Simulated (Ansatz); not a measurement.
# How the conductance of CoSi2/AlP/CoSi2 changes with thickness, part 2 of 3

How fast does the current through CoSi2/AlP/CoSi2 fall with each added layer? Both electrodes are CoSi2 fluorite(111); the barrier is AlP zinc blende(111) (whole bilayers). In the first transport cell, after relaxation, the nearest pair of electrode and barrier is Si–P at 2.30 Å, along the normal, at the lower face and Si–Al at 2.52 Å, along the normal, at the upper one. All share a net of side 3.79 Å, which strains the lower electrode by +0.0 % and the barrier by -2.7 %, against typed lattice constants near PBE's. The first steps treat the bulk electrodes alone.

Ansatz 0.2.0; PBE DFT, plane waves, PAW files (the session's first sound run).

So far, transmission at the Fermi level (a spin, zone mean): step 4 (T(E) of the junction) 0.0134. Also channels of the lower lead: step 4 1.27.

### Step 5. Conductance, atomic planes in the barrier 4, gap between the electrodes 8.89 Å

System of this step: CoSi2/AlP/CoSi2. The cell holds 56 atoms: 18 Co, 34 Si, 2 P and 2 Al. Its edges and angles: a = 3.790 Å, b = 3.790 Å, c = 73.872 Å, α = 90.0°, β = 90.0°, γ = 120.0°. Regions: left electrode, 26 atoms (9 Co and 17 Si); barrier, 4 atoms (2 P and 2 Al); right electrode, 26 atoms (17 Si and 9 Co). Vacuum lies along c.

The conductance needs T(E) within ten thermal energies of the Fermi level, on steps under 1.5 kT, and a finer mesh (24×24), since the current can rest on few wavevectors.

Input file input.yaml:

```yaml
crystal:
  lattice:
    - [3.79, 0.0, 0.0]
    - [-1.895, 3.2822362803, 0.0]
    - [0.0, 0.0, 73.8715344223]
  atoms:
    - { symbol: Co, position: [0.66666667, 0.33333333, 0.0947590984] }
    - { symbol: Si, position: [0.0, 0.0, 0.1051964406] }
    - { symbol: Si, position: [0.66666667, 0.33333333, 0.1261733054] }
    - { symbol: Co, position: [0.0, 0.0, 0.1366106476] }
    - { symbol: Si, position: [0.33333333, 0.66666667, 0.1470479898] }
    - { symbol: Si, position: [0.0, 0.0, 0.1680248546] }
    - { symbol: Co, position: [0.33333333, 0.66666667, 0.1784621968] }
    - { symbol: Si, position: [0.66666667, 0.33333333, 0.188899539] }
[... 44 atom lines left out ...]
    - { symbol: Co, position: [0.0, 0.0, 0.8633893524] }
    - { symbol: Si, position: [0.33333333, 0.66666667, 0.8738266946] }
    - { symbol: Si, position: [0.0, 0.0, 0.8948035594] }
    - { symbol: Co, position: [0.33333333, 0.66666667, 0.9052409016] }
kpoints:
  mp_grid: { grid: [8, 8, 1] }
scf:
  occupations: { method: fermi_dirac, width: 0.1 }
  max_iter: 150
hamiltonian:
  xc: pbe
output:
  transmission:
    kmesh: [24, 24]
    e_range: [-0.26, 0.27]
    de: 0.0375
    leads: [[11, 14], [42, 45]]
```

Command:

```
> ansatz run input.yaml --threads 8 --pin off --max-ram 24576MiB --backend cpu --events-out ev --progress --plain --runs-dir out
```

The job ended after 3.5 min (8 threads of Arm Neoverse V2, shared host; peak memory 9.2 GiB; 23 min of CPU time).

This step gave:

One spin. The transmission, zone mean by energy, zero at the Fermi level:

```csv
energy (eV),"transmission, zone mean"
-0.260,0.0768
-0.223,0.0756
-0.185,0.0723
-0.147,0.0679
-0.110,0.0660
-0.072,0.0662
-0.035,0.0642
0.003,0.0609
0.040,0.0606
0.077,0.0576
0.115,0.0574
0.152,0.0587
0.190,0.0600
0.228,0.0617
0.265,0.0558
```

One spin. The open channels, zone mean, lower lead = upper lead by energy, zero at the Fermi level:

```csv
energy (eV),"open channels, zone mean, lower lead = upper lead"
-0.260,1.54
-0.223,1.54
-0.185,1.49
-0.147,1.44
-0.110,1.40
-0.072,1.38
-0.035,1.32
0.003,1.29
0.040,1.26
0.077,1.21
0.115,1.21
0.152,1.20
0.190,1.16
0.228,1.14
0.265,1.09
```

Transmission over k1 and k2. At 0.0025 eV from the Fermi level.

Values, 12 rows by 16 columns, each cell a mean:
```
0.000 0.029 0.090 0.044 0.026 0.024 0.054 0.073 0.029 0.000 0.000 0.000 0.000 0.000 0.000 0.000
0.024 0.092 0.148 0.098 0.071 0.037 0.068 0.115 0.146 0.101 0.015 0.001 0.000 0.000 0.000 0.000
0.042 0.034 0.056 0.116 0.086 0.052 0.056 0.069 0.110 0.087 0.032 0.031 0.020 0.000 0.000 0.000
0.024 0.023 0.041 0.063 0.071 0.141 0.154 0.150 0.119 0.069 0.063 0.023 0.029 0.013 0.000 0.000
0.021 0.063 0.053 0.082 0.084 0.153 0.151 0.154 0.153 0.152 0.087 0.077 0.059 0.051 0.029 0.000
0.000 0.075 0.145 0.119 0.089 0.144 0.153 0.163 0.167 0.156 0.150 0.101 0.107 0.137 0.112 0.014
0.000 0.000 0.109 0.089 0.095 0.081 0.153 0.153 0.162 0.159 0.151 0.150 0.058 0.113 0.093 0.062
0.006 0.000 0.010 0.031 0.039 0.046 0.070 0.131 0.152 0.150 0.152 0.151 0.051 0.060 0.030 0.031
0.034 0.000 0.000 0.013 0.037 0.027 0.076 0.082 0.099 0.097 0.102 0.082 0.076 0.107 0.024 0.026
0.016 0.000 0.000 0.000 0.007 0.017 0.045 0.109 0.126 0.103 0.067 0.072 0.116 0.132 0.078 0.040
0.003 0.000 0.000 0.000 0.000 0.000 0.016 0.058 0.128 0.083 0.033 0.026 0.028 0.089 0.135 0.063
0.000 0.000 0.004 0.015 0.027 0.009 0.003 0.000 0.000 0.025 0.019 0.028 0.040 0.023 0.029 0.000
```
Columns: k1 (b1) from -0.5 to 0.458; rows upwards: k2 (b2) from -0.5 to 0.458.

G = 3.9e13 S/m² (1/G = 0.0259 Ω µm²). The largest error estimate is 6.9 %, from the mesh across the current. In the worse lead the potential repeats within 6.2 meV, which the program lets pass. By hand, Landauer's formula with T at one energy: G = (e²/h) ΣT / A = 3.874e-5 S × 0.122 / 12.44 Å² = 3.8e13 S/m², with T summed over both spins. The printed value averages T over the Fermi window and is 1.0 times this.

### Step 6. Conductance, 58 atoms

System of this step: CoSi2/AlP/CoSi2. The cell holds 58 atoms: 18 Co, 34 Si, 3 P and 3 Al. Its edges and angles: a = 3.790 Å, b = 3.790 Å, c = 77.098 Å, α = 90.0°, β = 90.0°, γ = 120.0°. Regions: left electrode, 26 atoms (9 Co and 17 Si); barrier, 6 atoms (3 P and 3 Al); right electrode, 26 atoms (17 Si and 9 Co). Vacuum lies along c.

Barrier layers are added or taken out in the middle, and the relaxed faces stay.

Input file input.yaml:

```yaml
crystal:
  lattice:
    - [3.79, 0.0, 0.0]
    - [-1.895, 3.2822362803, 0.0]
    - [0.0, 0.0, 77.0982759398]
  atoms:
    - { symbol: Co, position: [0.66666667, 0.33333333, 0.0907932105] }
    - { symbol: Si, position: [0.0, 0.0, 0.1007937258] }
    - { symbol: Si, position: [0.66666667, 0.33333333, 0.1208926602] }
    - { symbol: Co, position: [0.0, 0.0, 0.1308931754] }
    - { symbol: Si, position: [0.33333333, 0.66666667, 0.1408936907] }
    - { symbol: Si, position: [0.0, 0.0, 0.1609926251] }
    - { symbol: Co, position: [0.33333333, 0.66666667, 0.1709931403] }
    - { symbol: Si, position: [0.66666667, 0.33333333, 0.1809936555] }
[... 46 atom lines left out ...]
    - { symbol: Co, position: [0.33333333, 0.66666667, 0.8691068246] }
    - { symbol: Si, position: [0.66666667, 0.33333333, 0.8791073398] }
    - { symbol: Si, position: [0.33333333, 0.66666667, 0.8992062742] }
    - { symbol: Co, position: [0.66666667, 0.33333333, 0.9092067895] }
kpoints:
  mp_grid: { grid: [8, 8, 1] }
scf:
  occupations: { method: fermi_dirac, width: 0.1 }
  max_iter: 150
hamiltonian:
  xc: pbe
output:
  transmission:
    kmesh: [24, 24]
    e_range: [-0.26, 0.27]
    de: 0.0375
    leads: [[11, 14], [44, 47]]
```

Elapsed: 4.2 min, on 8 threads; peak memory 9.5 GiB.

Numbers from this step:

```yaml
free_energy: -117790.3286 eV
fermi_energy: 8.979 eV
transmission_at_the_fermi_level_a_spin_zone_mean: 0.01382
junction_conductance: 8.71e12 S/m²
error_estimates_by_source_in_the_log_s_order: 0.2, 0.1, 8.2, 2.7, 1.1 %
resistance_area_product_beyond_the_leads: 0.1135 Ω um²
```

One spin. Table of transmission, zone mean by energy, zero at the Fermi level:

```csv
energy (eV),"transmission, zone mean"
-0.260,0.0184
-0.223,0.0180
-0.185,0.0173
-0.147,0.0161
-0.110,0.0150
-0.072,0.0147
-0.035,0.0144
0.003,0.0138
0.040,0.0142
0.077,0.0131
0.115,0.0129
0.152,0.0130
0.190,0.0129
0.228,0.0133
0.265,0.0117
```

One spin. Table of open channels, zone mean, lower lead = upper lead by energy, zero at the Fermi level:

```csv
energy (eV),"open channels, zone mean, lower lead = upper lead"
-0.260,1.54
-0.223,1.54
-0.185,1.49
-0.147,1.44
-0.110,1.40
-0.072,1.38
-0.035,1.32
0.003,1.29
0.040,1.26
0.077,1.21
0.115,1.21
0.152,1.20
0.190,1.16
0.228,1.14
0.265,1.09
```

Transmission over k1 and k2. At 0.0025 eV from the Fermi level.

Ten even steps from '_' (0.0000) to '@' (0.0685):
```
______--____....____--__________________________
____==++..__________..++==______________________
__--++**==__..____..__==**++--__________________
____..==------::__::------==..__________________
________------::....::------____________________
....__..------..........------..__....__________
__..____::::..::========::..::::____..__________
__________....==++++++++++==....________________
______..::....==++********++==....::..__________
__--..__--::..==++**######**++==..::--__..--____
____++==----..==++**##@@@@##**++==..----==++____
____==**------::++**##@@@@@@##**++::------**==__
______++==----..==++**##@@@@##**++==..----==++__
______--..__--::..==++**######**++==..::--__..--
____________..::....==++********++==....::..____
__________________....==++++++++++==....________
____________..____::::..::========::..::::____..
..__________....__..------..........------..__..
______________________------::....::------______
____________________..==------::__::------==..__
____________________--++**==__..____..__==**++--
________________________==++..__________..++==__
____________________________--____....____--____
____________..______________________..__________
```
Columns: k1 (b1) from -0.5 to 0.458; rows upwards: k2 (b2) from -0.5 to 0.458.

G = 8.7e12 S/m² (1/G = 0.115 Ω µm²), 0.23 times the step before of this kind. The largest error estimate is 8.2 %, from the mesh across the current. In the worse lead the potential repeats within 6.2 meV, which the program lets pass.

### Step 7. Conductance on a fine mesh, atomic planes in the barrier 8, gap between the electrodes 15.34 Å

System of this step: CoSi2/AlP/CoSi2. The cell holds 60 atoms: 18 Co, 34 Si, 4 P and 4 Al. Its edges and angles: a = 3.790 Å, b = 3.790 Å, c = 80.325 Å, α = 90.0°, β = 90.0°, γ = 120.0°. Regions: left electrode, 26 atoms (9 Co and 17 Si); barrier, 8 atoms (4 P and 4 Al); right electrode, 26 atoms (17 Si and 9 Co). Vacuum lies along c.

Input file input.yaml:

```yaml
crystal:
  lattice:
    - [3.79, 0.0, 0.0]
    - [-1.895, 3.2822362803, 0.0]
    - [0.0, 0.0, 80.3250174574]
  atoms:
    - { symbol: Co, position: [0.66666667, 0.33333333, 0.0871459506] }
    - { symbol: Si, position: [0.0, 0.0, 0.0967447344] }
    - { symbol: Si, position: [0.66666667, 0.33333333, 0.1160362733] }
    - { symbol: Co, position: [0.0, 0.0, 0.1256350571] }
    - { symbol: Si, position: [0.33333333, 0.66666667, 0.135233841] }
    - { symbol: Si, position: [0.0, 0.0, 0.1545253798] }
    - { symbol: Co, position: [0.33333333, 0.66666667, 0.1641241637] }
    - { symbol: Si, position: [0.66666667, 0.33333333, 0.1737229476] }
[... 48 atom lines left out ...]
    - { symbol: Co, position: [0.66666667, 0.33333333, 0.8743649429] }
    - { symbol: Si, position: [0.0, 0.0, 0.8839637267] }
    - { symbol: Si, position: [0.66666667, 0.33333333, 0.9032552656] }
    - { symbol: Co, position: [0.0, 0.0, 0.9128540494] }
kpoints:
  mp_grid: { grid: [8, 8, 1] }
scf:
  occupations: { method: fermi_dirac, width: 0.1 }
  max_iter: 150
hamiltonian:
  xc: pbe
output:
  transmission:
    kmesh: [24, 24]
    e_range: [-0.26, 0.27]
    de: 0.0375
    leads: [[11, 14], [46, 49]]
```

Run time: 4.6 min. Hardware: 8 threads; peak memory 10 GiB; 31 min of CPU time.

G = 2.0e12 S/m² (1/G = 0.491 Ω µm²), 0.23 times the step before of this kind. The largest error estimate is 7.9 %, from the mesh across the current. In the worse lead the potential repeats within 6.2 meV, which the program lets pass.

### Step 8. Conductance, atomic planes in the barrier 12, gap between the electrodes 21.8 Å

System of this step: CoSi2/AlP/CoSi2. The cell holds 64 atoms: 18 Co, 34 Si, 6 P and 6 Al. Its edges and angles: a = 3.790 Å, b = 3.790 Å, c = 86.779 Å, α = 90.0°, β = 90.0°, γ = 120.0°. Regions: left electrode, 26 atoms (9 Co and 17 Si); barrier, 12 atoms (6 P and 6 Al); right electrode, 26 atoms (17 Si and 9 Co). Vacuum lies along c.

Input file input.yaml:

```yaml
crystal:
  lattice:
    - [3.79, 0.0, 0.0]
    - [-1.895, 3.2822362803, 0.0]
    - [0.0, 0.0, 86.7785004924]
  atoms:
    - { symbol: Co, position: [0.66666667, 0.33333333, 0.0806651413] }
    - { symbol: Si, position: [0.0, 0.0, 0.0895500895] }
    - { symbol: Si, position: [0.66666667, 0.33333333, 0.1074069686] }
    - { symbol: Co, position: [0.0, 0.0, 0.1162919168] }
    - { symbol: Si, position: [0.33333333, 0.66666667, 0.125176865] }
    - { symbol: Si, position: [0.0, 0.0, 0.1430337441] }
    - { symbol: Co, position: [0.33333333, 0.66666667, 0.1519186923] }
    - { symbol: Si, position: [0.66666667, 0.33333333, 0.1608036405] }
[... 52 atom lines left out ...]
    - { symbol: Co, position: [0.33333333, 0.66666667, 0.8837080832] }
    - { symbol: Si, position: [0.66666667, 0.33333333, 0.8925930314] }
    - { symbol: Si, position: [0.33333333, 0.66666667, 0.9104499105] }
    - { symbol: Co, position: [0.66666667, 0.33333333, 0.9193348587] }
kpoints:
  mp_grid: { grid: [8, 8, 1] }
scf:
  occupations: { method: fermi_dirac, width: 0.1 }
  max_iter: 150
hamiltonian:
  xc: pbe
output:
  transmission:
    kmesh: [24, 24]
    e_range: [-0.26, 0.27]
    de: 0.0375
    leads: [[11, 14], [50, 53]]
```

The job ended after 4.4 min (8 threads; peak memory 11 GiB).

One spin. Transmission, zone mean against energy, zero at the Fermi level:

```csv
energy (eV),"transmission, zone mean"
-0.260,3.4e-4
-0.223,3.2e-4
-0.185,2.9e-4
-0.147,2.7e-4
-0.110,2.5e-4
-0.072,2.3e-4
-0.035,2.2e-4
0.003,2.1e-4
0.040,2.0e-4
0.077,1.9e-4
0.115,1.8e-4
0.152,1.8e-4
0.190,1.8e-4
0.228,1.8e-4
0.265,1.6e-4
```

G = 1.3e11 S/m² (1/G = 7.65 Ω µm²), 0.064 times the step before of this kind. The largest error estimate is 8 %, from the mesh across the current. In the worse lead the potential repeats within 6.2 meV, which the program lets pass.

(Part 2 of 3 ends here.)

[Logs are printed without paths, hosts, clocks, repeated set-up lines and the standing remarks that a program may print on its own settings, such as how far it seeks lower states.]

[Hosts, paths, dates, database ids (printed as entryN), source tags and the programs' standing remarks are cut or masked in the printed files.]
